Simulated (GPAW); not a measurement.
## Zn: relaxation of cell and atoms with revPBE

The system is Zn.

```
CELL_PARAMETERS angstrom
0.00000 1.96478 1.96478
1.96478 0.00000 1.96478
1.96478 1.96478 0.00000
ATOMIC_POSITIONS crystal
Zn 0.00000 0.00000 0.00000
```

This isn't the form of Zn at room conditions, which is hcp.

- Program: GPAW 26.7.0
- Task: relaxation of cell and atoms
- Functional: revPBE
- Potentials or basis: the program's PAW data sets (release 1.2.1) made for this functional
- Cutoff: 600 eV
- Basis: pw
- k mesh: 10 × 10 × 10
- Occupations: fermi-dirac, width 0.05 eV
- Spin: no spin polarisation
- Maxiter: 150
- Optimizer: BFGS
- Fmax: 0.02 eV/Å
- Max steps: 60

| Quantity | Value |
| --- | --- |
| Relaxed volume | 15.54 Å³/atom |
| Relaxed cell | a = 2.801 Å, b = 2.801 Å, c = 2.801 Å, α = 60.00°, β = 60.00°, γ = 60.00° |
| Space group after relaxing (to 0.05 Å) | Fm-3m (No. 225) |
| Energy gained by relaxing | 1.9 meV/atom |
| Ionic steps | 3 |
| Pressure after relaxing | 0.1 GPa |
| Band gap on the k mesh | none (metal or under the smearing width) |

Step by step:
```csv
step,energy change (eV),largest force (eV/Å),pressure (GPa),volume (Å³)
1,0.0000,0.0000,1.68,15.17
2,-0.0009,0.0000,1.20,15.27
3,-0.0019,0.0000,0.05,15.54
```

Final structure:
```yaml
crystal:
  lattice:
    - [0.00000, 1.98079, 1.98079]
    - [1.98079, 0.00000, 1.98079]
    - [1.98079, 1.98079, 0.00000]
  atoms:
    - { symbol: Zn, position: [0.00000, 0.00000, 0.00000] }
```

Levels at points of the mesh, in eV from the Fermi level:
```csv
k point,band 3,band 4,band 5,band 6,band 7,band 8,band 9
"(0.00, 0.00, 0.00)",-7.71,-7.71,-7.35,-7.35,17.77,17.77,17.77
"(0.50, 0.50, 0.00)",-7.10,-7.01,-7.01,-1.12,1.49,8.12,8.12
"(0.50, 0.50, 0.50)",-7.71,-7.08,-7.08,-2.99,-1.57,14.81,14.81
```

Wall time 16 s on 1 thread of Arm Neoverse V2 (shared host), peak memory 0.13 GiB.

Caveat: later steps reuse the first step's grids.
